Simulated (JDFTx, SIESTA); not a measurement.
Given: the input of a run of SIESTA 5.4.2 on MgO. The cell is a database's computed one, not the measured one.

File MgO.fdf:

```
SystemName                      MgO
SystemLabel                     MgO
NumberOfSpecies                 2
NumberOfAtoms                   2
%block ChemicalSpeciesLabel
  1  12 Mg
  2   8 O
%endblock ChemicalSpeciesLabel

LatticeConstant                 1.0 Ang
%block LatticeVectors
     0.0000000000     2.0970013927     2.0970013927
     2.0970013927     0.0000000000     2.0970013927
     2.0970013927     2.0970013927     0.0000000000
%endblock LatticeVectors
AtomicCoordinatesFormat         Fractional
%block AtomicCoordinatesAndAtomicSpecies
     0.0000000000     0.0000000000     0.0000000000  1  Mg
     0.5000000000     0.5000000000     0.5000000000  2  O
%endblock AtomicCoordinatesAndAtomicSpecies

%block kgrid.MonkhorstPack
   11   0   0  0.0
    0  11   0  0.0
    0   0  11  0.0
%endblock kgrid.MonkhorstPack
XC.Functional                   GGA
XC.Authors                      PBE
PAO.BasisSize                   DZP
PAO.EnergyShift                 0.003 Ry
Mesh.Cutoff                     800 Ry
OccupationFunction              FD
ElectronicTemperature           0.05 eV
MaxSCFIterations                120
SCF.MustConverge                false
SCF.Mixer.Method                Pulay
SCF.Mixer.Weight                0.25
SCF.Mixer.History               8
SCF.DM.Tolerance                5.0e-05
SCF.H.Tolerance                 1.0e-03 eV
WriteForces                     true
Charge.Mulliken                 end
Charge.Hirshfeld                end
Charge.Voronoi                  end
SaveRho                         true
SaveElectrostaticPotential      true
%block PAO.Basis
  Mg 4
  n=2 0 2
    2.604 0.000
  n=3 0 2
    8.245 0.000
  n=2 1 2
    2.943 0.000
  n=3 1 1
    8.245
%endblock PAO.Basis
```

Potentials or basis: PseudoDojo 0.4 standard (PBE files), converted to PSML, two zetas on semicore shells, DZP (energy shift 0.003 Ry; two zetas on semicore shells).

Run with:

```bash
$ siesta MgO.fdf > MgO.out 2>&1
```

Q: Translate it to JDFTx 1.7.0 (patched build). Potentials or basis there: PseudoDojo-SR-PBE-0.5-standard with smoothed tails, cutoff 1143 eV.

A: As run (cutoffs and basis follow the program's own potentials, and thresholds, step limits or extra output files can differ):

The input MgO.in:

```
lattice \
    0.0000000000     3.9627583152     3.9627583152 \
    3.9627583152     0.0000000000     3.9627583152 \
    3.9627583152     3.9627583152     0.0000000000
coords-type Lattice
ion Mg     0.0000000000     0.0000000000     0.0000000000 1
ion O      0.5000000000     0.5000000000     0.5000000000 1

ion-species pseudo/Mg.upf
ion-species pseudo/O.upf
elec-cutoff 42 336
elec-ex-corr gga-PBE
kpoint-folding 11 11 11
elec-smearing Fermi 0.0018374661
elec-n-bands 14
electronic-SCF nIterations 100 energyDiffThreshold 1e-09
electronic-minimize nIterations 30 energyDiffThreshold 1e-7
converge-empty-states yes
forces-output-coords Cartesian

dump-name run.$VAR
dump End Ecomponents EigStats BandEigs Kpoints Forces Stress ElecDensity Dtot KEdensity
```

Potentials or basis: PseudoDojo-SR-PBE-0.5-standard with smoothed tails.

The run is started by

```sh
$ jdftx -c 1 -i MgO.in -o MgO.out
```

Both were run:

|  | SIESTA | JDFTx |
| --- | --- | --- |
| Pressure | 10.5 GPa | 6.7 GPa |

The two runs disagree by more than potentials and bases usually give (in gap, levels, pressure or energy); the cause wasn't traced.

The cell lies far from this level's equilibrium.

Pressure is positive in compression.
